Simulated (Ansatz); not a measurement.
# Molecular dynamics of WC

Input:

```yaml
accuracy: low
crystal:
  lattice:
    - [-2.975104, -5.153031, 0.0]
    - [4.462655, -2.576515, 0.0]
    - [0.0, 0.0, 5.83005]
  atoms:
    - { symbol: W, position: [0.75, 0.5, 0.0] }
    - { symbol: C, position: [0.5, 0.6666667, 0.25] }
    - { symbol: W, position: [0.75, 0.5, 0.5] }
    - { symbol: C, position: [0.5, 0.6666667, 0.75] }
    - { symbol: W, position: [0.5, 0.0, 0.0] }
    - { symbol: C, position: [0.25, 0.1666667, 0.25] }
    - { symbol: W, position: [0.5, 0.0, 0.5] }
    - { symbol: C, position: [0.25, 0.1666667, 0.75] }
    - { symbol: W, position: [0.25, 0.5, 0.0] }
    - { symbol: C, position: [0.0, 0.6666667, 0.25] }
    - { symbol: W, position: [0.25, 0.5, 0.5] }
    - { symbol: C, position: [0.0, 0.6666667, 0.75] }
    - { symbol: W, position: [0.0, 0.0, 0.0] }
    - { symbol: C, position: [0.75, 0.1666667, 0.25] }
    - { symbol: W, position: [0.0, 0.0, 0.5] }
    - { symbol: C, position: [0.75, 0.1666667, 0.75] }
basis:
  ecutwfc: 420.0
kpoints:
  mp_grid: { grid: [2, 2, 2] }
hamiltonian:
  xc: pbe
  pseudopotentials: { kind: paw, azcp: { folder: soft_1 } }
scf:
  occupations: { method: fermi_dirac, width: 0.17 }
  lower_state_search: "off"
md:
  timestep: 1.5
  n_steps: 210
  ensemble: nvt_langevin
  temperature: 2000.0
  initial_velocities: maxwell_boltzmann
  seed: 393725
  friction: 0.02
```

Launched with:

```bash
$ ansatz run input.yaml --threads 1 --pin off --max-ram 3072MiB --backend cpu --events-out ev --progress --plain --runs-dir out
```

It starts from a structure without forces on its atoms.

Output, in part (step lines):

```
md step     0: t =     0.00 fs  T =  1875.0 K  F+E_penalty+E_count = -85096.02949719 eV  E_kin = 3.877800 eV  (9 SCF iters)
md step     1: t =     1.50 fs  T =  1976.6 K  F+E_penalty+E_count = -85095.98139003 eV  E_kin = 4.087842 eV  (7 SCF iters)
md step     2: t =     3.00 fs  T =  2102.3 K  F+E_penalty+E_count = -85095.83529673 eV  E_kin = 4.347927 eV  (7 SCF iters)
md step     3: t =     4.50 fs  T =  1757.3 K  F+E_penalty+E_count = -85095.60924709 eV  E_kin = 3.634415 eV  (7 SCF iters)
md step     4: t =     6.00 fs  T =  1553.1 K  F+E_penalty+E_count = -85095.33445424 eV  E_kin = 3.212159 eV  (7 SCF iters)
md step     5: t =     7.50 fs  T =  1522.2 K  F+E_penalty+E_count = -85095.00988036 eV  E_kin = 3.148230 eV  (6 SCF iters)
md step     6: t =     9.00 fs  T =  1235.8 K  F+E_penalty+E_count = -85094.65405569 eV  E_kin = 2.555918 eV  (6 SCF iters)
md step     7: t =    10.50 fs  T =  1059.2 K  F+E_penalty+E_count = -85094.31020513 eV  E_kin = 2.190521 eV  (6 SCF iters)
[... lines left out ...]
md step   209: t =   313.50 fs  T =  2059.8 K  F+E_penalty+E_count = -85092.65419503 eV  E_kin = 4.260027 eV  (6 SCF iters)
md step   210: t =   315.00 fs  T =  1963.3 K  F+E_penalty+E_count = -85092.64699815 eV  E_kin = 4.060345 eV  (7 SCF iters)
```

The steps, from the saved trajectory:

```json
{"time (fs)": "0", "T (K)": "1875", "potential energy less start (eV)": "0.000"}
{"time (fs)": "10.5", "T (K)": "1059", "potential energy less start (eV)": "1.719"}
{"time (fs)": "21", "T (K)": "1240", "potential energy less start (eV)": "2.799"}
{"time (fs)": "31.5", "T (K)": "1358", "potential energy less start (eV)": "2.250"}
{"time (fs)": "42", "T (K)": "1176", "potential energy less start (eV)": "2.600"}
{"time (fs)": "52.5", "T (K)": "1479", "potential energy less start (eV)": "2.498"}
{"time (fs)": "63", "T (K)": "1504", "potential energy less start (eV)": "2.623"}
{"time (fs)": "73.5", "T (K)": "1676", "potential energy less start (eV)": "2.946"}
{"time (fs)": "84", "T (K)": "1696", "potential energy less start (eV)": "2.853"}
{"time (fs)": "94.5", "T (K)": "1630", "potential energy less start (eV)": "3.095"}
{"time (fs)": "105", "T (K)": "1695", "potential energy less start (eV)": "2.822"}
{"time (fs)": "115.5", "T (K)": "1906", "potential energy less start (eV)": "2.537"}
{"time (fs)": "126", "T (K)": "1274", "potential energy less start (eV)": "2.877"}
{"time (fs)": "136.5", "T (K)": "1657", "potential energy less start (eV)": "2.925"}
{"time (fs)": "147", "T (K)": "1063", "potential energy less start (eV)": "4.167"}
{"time (fs)": "157.5", "T (K)": "1489", "potential energy less start (eV)": "3.789"}
{"time (fs)": "168", "T (K)": "2065", "potential energy less start (eV)": "3.172"}
{"time (fs)": "178.5", "T (K)": "1518", "potential energy less start (eV)": "3.931"}
{"time (fs)": "189", "T (K)": "1759", "potential energy less start (eV)": "3.191"}
{"time (fs)": "199.5", "T (K)": "1758", "potential energy less start (eV)": "3.161"}
{"time (fs)": "210", "T (K)": "1992", "potential energy less start (eV)": "3.385"}
{"time (fs)": "220.5", "T (K)": "2135", "potential energy less start (eV)": "3.121"}
{"time (fs)": "231", "T (K)": "1473", "potential energy less start (eV)": "4.209"}
{"time (fs)": "241.5", "T (K)": "1942", "potential energy less start (eV)": "3.293"}
{"time (fs)": "252", "T (K)": "1603", "potential energy less start (eV)": "3.963"}
{"time (fs)": "262.5", "T (K)": "2201", "potential energy less start (eV)": "4.328"}
{"time (fs)": "273", "T (K)": "2235", "potential energy less start (eV)": "4.276"}
{"time (fs)": "283.5", "T (K)": "1684", "potential energy less start (eV)": "4.622"}
{"time (fs)": "294", "T (K)": "1815", "potential energy less start (eV)": "3.955"}
{"time (fs)": "304.5", "T (K)": "1666", "potential energy less start (eV)": "3.528"}
{"time (fs)": "315", "T (K)": "1963", "potential energy less start (eV)": "3.382"}
```

All steps were run. A run of 0.32 ps of so small a system gives no equilibrium averages. Limits of this set-up: coarse k mesh, low accuracy level.

Mean squared displacements from the first frame to the last, about the centre of mass: W 0.02 Å², C 0.04 Å².

Last frame:

```xyz
16
Lattice="-2.9751 -5.1530 0.0000 4.4627 -2.5765 0.0000 0.0000 0.0000 5.8300" Properties=species:S:1:pos:R:3
W 0.110 -4.947 -0.061
C 1.488 -4.256 1.161
W 0.089 -5.094 2.885
C 1.669 -4.293 4.366
W -1.337 -2.453 0.066
C 0.211 -1.682 1.455
W -1.361 -2.538 3.107
C 0.210 -1.694 4.598
W 1.702 -2.446 0.036
C 3.001 -1.653 1.574
W 1.487 -2.600 3.002
C 3.163 -1.768 4.324
W 0.219 0.191 0.071
C -1.399 -4.336 1.496
W 0.132 0.054 3.006
C -1.375 -4.053 4.632
```

The run took 17 min on 1 thread of Arm Neoverse V2, with other jobs on the host, peak memory 0.63 GiB.
